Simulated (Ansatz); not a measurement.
# PbS: band gap under strain

How does strain move the band edges of PbS (rocksalt), and do the functionals agree on it? States: -0.5 % strain along x alone; -3.0 % strain along z alone; +1.0 % biaxial strain in x and y, free along z.

Code: Ansatz 0.2.0. PAW datasets, plane waves. Calculated at 0 K for a non-magnetic cell.

### Step 1. The system as given

The unstrained cell was relaxed with r2SCAN; in each strained cell the atoms were relaxed again with r2SCAN. Names of k-points are those of the unstrained zone, where strain can split equivalent points. First state: -0.5 % strain along x alone.

It is tetragonal, I4/mmm (No. 139); a = 4.225 Å, c = 5.945 Å in the conventional setting, 26.52 Å³ an atom. Around Pb lie 6 S at 2.97–2.99 Å; around S lie 6 Pb at 2.97–2.99 Å.

The structure in full:

```xyz
2
Lattice="0.0000 2.9872 2.9872 2.9723 0.0000 2.9872 2.9723 2.9872 0.0000" Properties=species:S:1:pos:R:3 pbc="T T T"
Pb    0.0000    0.0000    0.0000
S     2.9723    2.9872    2.9872
```

From earlier runs on the unstrained cell: PBE 0.43 eV, r2SCAN 0.69 eV, HSE06 0.88 eV, G0W0 0.61 eV (on its mesh); a = 5.974 Å.

### Step 2. -0.5 % strain along x alone: PBE

File input.yaml:

```yaml
crystal:
  lattice:
    - [0.0, 2.9872326629, 2.9872326629]
    - [2.9722964996, 0.0, 2.9872326629]
    - [2.9722964996, 2.9872326629, 0.0]
  atoms:
    - { symbol: Pb, position: [0.0, 0.0, 0.0] }
    - { symbol: S, position: [0.5, 0.5, 0.5] }
kpoints:
  mp_grid: { grid: [8, 8, 8] }
  band_path:
    path:
      - [0.0, 0.0, 0.0]
      - [0.5, 0.0, 0.5]
      - [0.625, 0.25, 0.625]
      - [0.375, 0.375, 0.75]
      - [0.5, 0.5, 0.5]
      - [0.5, 0.25, 0.75]
      - [0.0, 0.0, 0.5]
    npoints: 1
hamiltonian:
  xc: pbe
scf:
  occupations: { method: fermi_dirac, width: 0.02 }
  n_extra_bands: 4
output:
  forces: true
  stress: true
  eigenvalues: true
  write_density: true
  write_potential: true
  elf: true
  volumetric_format: npy
```

Started as:

```console
> ansatz run input.yaml --threads 2 --pin off --max-ram 2211MiB --backend cpu --events-out ev --progress --plain --runs-dir out
```

The runs that follow: -0.5 % strain along x alone: r2SCAN; -0.5 % strain along x alone: HSE06; -0.5 % strain along x alone: G0W0@PBE; -3.0 % strain along z alone: PBE; -3.0 % strain along z alone: r2SCAN; -3.0 % strain along z alone: HSE06; +1.0 % biaxial strain in x and y, free along z: PBE; +1.0 % biaxial strain in x and y, free along z: r2SCAN; +1.0 % biaxial strain in x and y, free along z: HSE06; +1.0 % biaxial strain in x and y, free along z: G0W0@PBE.

Q: Predict the outcome of this session.

The runs gave:

Least gap in eV (negative: overlap), with the change from the unstrained cell in brackets. G0W0 is on its own coarse mesh.

```
                                         state  volume change (%)           PBE        r2SCAN         HSE06          G0W0
                   -0.5 % strain along x alone               -0.5  0.42 (-0.01)  0.67 (-0.02)  0.86 (-0.02)  0.58 (-0.03)
                   -3.0 % strain along z alone               -3.0  0.30 (-0.13)  0.55 (-0.14)  0.72 (-0.16)             –
+1.0 % biaxial strain in x and y, free along z               +1.7  0.49 (+0.06)  0.75 (+0.06)  0.94 (+0.06)  0.68 (+0.07)
```

With HSE06, of the states in the table -3.0 % strain along z alone shifts the gap most, by -0.157 eV. PBE and HSE06 differ by 0.44 eV on the unstrained gap, and by at most 0.02 eV on its change: PBE follows the response to strain far better than the gap itself. Spin-orbit coupling is left out of the table, though the cell holds Pb (Z = 82); in an element this heavy it can shift bands and gaps by tenths of an eV. No extrapolation in bands, cutoff or mesh was made for G0W0.
